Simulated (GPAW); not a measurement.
A run of GPAW 26.7.0 is set up as follows.

Contents of run.py:

```python
from ase.eos import EquationOfState
from ase.io import Trajectory, read
from ase.units import GPa
from gpaw import GPAW, PW

atoms = read('Au.cif')

traj = Trajectory('eos.traj', 'w')
volumes, energies = [], []
for x in [0.94, 0.96, 0.98, 1.0, 1.02, 1.04, 1.06]:
    a = atoms.copy()
    a.set_cell(atoms.cell * x**(1 / 3), scale_atoms=True)
    calc = GPAW(mode=PW(600),
                xc={'name': 'optPBE-vdW', 'backend': 'libvdwxc'},
                kpts={'size': (11, 11, 11), 'gamma': True},
                occupations={'name': 'fermi-dirac', 'width': 0.05},
                nbands=14,
                convergence={'density': 1e-05, 'energy': 1e-05},
                maxiter=150,
                txt=f'eos-{x:.2f}.txt')
    a.calc = calc
    energies.append(a.get_potential_energy(force_consistent=True))
    volumes.append(a.get_volume())
    calc.write(f'eos-{x:.2f}.gpw')
    traj.write(a)
    print(f'{x:.2f} {volumes[-1]:10.4f} A^3 {energies[-1]:14.6f} eV', flush=True)

v0, e0, B = EquationOfState(volumes, energies, eos='birchmurnaghan').fit()
print(f'V0 = {v0:.4f} A^3, E0 = {e0:.6f} eV, B0 = {B / GPa:.2f} GPa')
```

File Au.cif:

```cif
data_Au
_cell_length_a 2.87792460
_cell_length_b 2.87792460
_cell_length_c 2.87792460
_cell_angle_alpha 60.00000000
_cell_angle_beta 60.00000000
_cell_angle_gamma 60.00000000
_space_group_name_H-M_alt 'P1'
_space_group_name_Hall 'P 1'
_space_group_IT_number 1
loop_
_space_group_symop_operation_xyz
'x,y,z'
loop_
_atom_site_label
_atom_site_type_symbol
_atom_site_symmetry_multiplicity
_atom_site_Wyckoff_symbol
_atom_site_fract_x
_atom_site_fract_y
_atom_site_fract_z
_atom_site_occupancy
Au1 Au 1 a 0.0000000000 0.0000000000 0.0000000000 1
```

Potentials or basis: GPAW PAW data sets (gpaw-data 1.2.1), pw.

Command:

```bash
$ OMP_NUM_THREADS=1 python run.py
```

(1) What does it give for the equilibrium volume?

(2) What does it give for the bulk modulus?

Answers

(1) 18.99 Å³/atom (rough: see the caveat).

(2) 119 GPa (rough).

Caveat: with this Au data set, volumes or pressures lay over 1.5 % or 2 GPa off other programs in two to four cells of ten; the minimum lies outside the volumes run; the PAW data sets were made with another functional, which shifts forces and pressure a little.
